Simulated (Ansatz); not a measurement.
Zincblende NaF, relaxed with r2SCAN in the plane-wave code Ansatz. The symmetry is F-43m (No. 216, cubic); conventional cell a = 5.063 Å, 16.22 Å³ an atom. Na is surrounded by 4 F at 2.19 Å; F is surrounded by 4 Na at 2.19 Å.

The axes x, y and z are those of this cell:
```xyz
2
Lattice="0.0000 2.5313 2.5313 2.5313 0.0000 2.5313 2.5313 2.5313 0.0000" Properties=species:S:1:pos:R:3 pbc="T T T"
Na    0.0000    0.0000    0.0000
F     1.2656    1.2656    1.2656
```

Unstrained: With PBE the gap is 5.628 eV and direct, at Γ. r2SCAN gives an indirect gap of 6.257 eV, from Γ–K (0.19 of the way from Γ) to Γ; the least direct gap is 6.257 eV at Γ. Least and direct gap differ so little that the kind isn't settled. The HSE06 gap is direct at Γ: 7.664 eV. Meshes: PBE 8×8×8, r2SCAN 8×8×8, HSE06 6×6×6. Strains are changes of length per length. After each strain the atoms were relaxed again with r2SCAN within the symmetry that the strain leaves, so tilts or polar shifts that break it weren't tested; points keep the names that they have in the unstrained zone. The calculation is spin-unpolarised, and the structure need not be a phase that has been made.

Q: Apply biaxial +5.38 % in x and y, z held. How far does the gap move, against the unstrained cell?

A: PBE: the gap goes from 5.628 to 5.266 eV (-0.362 eV). r2SCAN: the gap goes from 6.257 to 5.906 eV (-0.351 eV); least and direct gap lie within 0.04 eV, so its kind isn't settled. HSE06: the gap goes from 7.664 to 7.264 eV (-0.400 eV). The r2SCAN energy rises by 19.6 meV an atom.

Q: For epitaxial -0.87 % in the plane normal to [111], how far does the free direction move, and what happens to the gap?

A: The normal strain at zero normal stress is +0.92 %, 1.06 of the in-plane strain with the sign turned. PBE: the gap goes from 5.628 to 5.641 eV (+0.013 eV). r2SCAN: the gap goes from 6.257 to 6.270 eV (+0.013 eV); the edges go from Γ–K (0.19) → Γ to (0.062, 0.062, 0.115) → Γ. HSE06: the gap goes from 7.664 to 7.681 eV (+0.017 eV).

Q: Apply epitaxial -0.65 % in the xy plane, free normal strain +1.20 %. How far does the gap move, against the unstrained cell?

A: PBE: the gap goes from 5.628 to 5.625 eV (-0.003 eV); least and direct gap lie within 0.04 eV, so its kind isn't settled. r2SCAN: the gap goes from 6.257 to 6.254 eV (-0.003 eV); the edges go from Γ–K (0.19) → Γ to Γ–K (0.28) → Γ. HSE06: the gap goes from 7.664 to 7.663 eV (-0.001 eV); least and direct gap lie within 0.04 eV, so its kind isn't settled. The r2SCAN energy rises by 0.1 meV an atom.

Where an edge lies off the special points, it is a point of the mesh or the k point where a search put PBE's edge or least direct gap, reused for the other functionals, whose own edges may lie a little apart.

Coordinates of k points refer to the reciprocal vectors of the primitive cell of the runs.

The meshes of the hybrids are coarse, so their gaps aren't converged to the digits shown.
